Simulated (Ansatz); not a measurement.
## Stability checks on a candidate for LiH3

The cell was found from a structure generator's guess, not taken from experiment.

The calculation used Ansatz, DFT PBE, scalar-relativistic, plane waves, PAW. Settings of the last relaxation (4-atom cell): 420 eV, 10×10×6 k points, Gaussian smearing of 0.02 eV, no spin polarisation.

```yaml
crystal:
  lattice:
    - [2.73476, 0.00000, 0.00000]
    - [0.00000, 2.73476, 0.00000]
    - [0.00000, 0.00000, 6.19271]
  atoms:
    - { symbol: Li, position: [0.00000, 0.00000, 0.50000] }
    - { symbol: H, position: [0.50000, 0.50000, 0.06060] }
    - { symbol: H, position: [0.50000, 0.50000, 0.93940] }
    - { symbol: H, position: [0.50000, 0.50000, 0.50000] }
```

Formation energies are uncorrected and refer to the elements' standard structures at the same level (H₂ as a molecule).

Task: These tests were run: energy against the elements; phonons on a 4×4×1 q mesh; elastic tensor. What do they show?

Result:

| test | result |
| --- | --- |
| energy against the elements | −0.118 eV/atom |
| phonons on a 4×4×1 q mesh | imaginary modes down to 419i cm⁻¹ |
| elastic tensor | least eigenvalue -2 GPa |

It fails 2 tests: phonons on a 4×4×1 q mesh and elastic tensor. So it isn't even a local minimum.

No dispersion correction is applied, so the spacing and binding between layers, chains or molecules are poorly described. With hydrogen, zero-point motion can shift formation energies by some tens of meV/atom. The run for the phonons used a 12×12×6 k mesh. The run for the elastic tensor used a 12×12×6 k mesh.
